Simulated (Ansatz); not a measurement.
Crystal: Os.

```
Os
1.0
     2.73410    0.00000    0.00000
    -1.36705    2.36780    0.00000
     0.00000    0.00000    4.31970
Os
2
Cartesian
  1.3671 0.7893 3.2398
  0.0000 1.5785 1.0799
```

Base run:

* Program: Ansatz 0.2.0
* Functional: LDA
* Potentials or basis: all-electron LAPW, scalar-relativistic
* Cutoff: 295 eV (chosen from the basis error)
* Basis error allowed: 0.001 eV/atom
* k mesh: 11 × 11 × 6
* Occupations: fermi-dirac, width 0.05 eV
* Spin: no spin polarisation

Its results: pressure -8.6 GPa.

The run is repeated on the same cell with these changes: functional from LDA to PBEsol. What comes out?

Pressure -2.7 GPa.

PBEsol binds less tightly than LDA, so the same cell stands under more pressure.
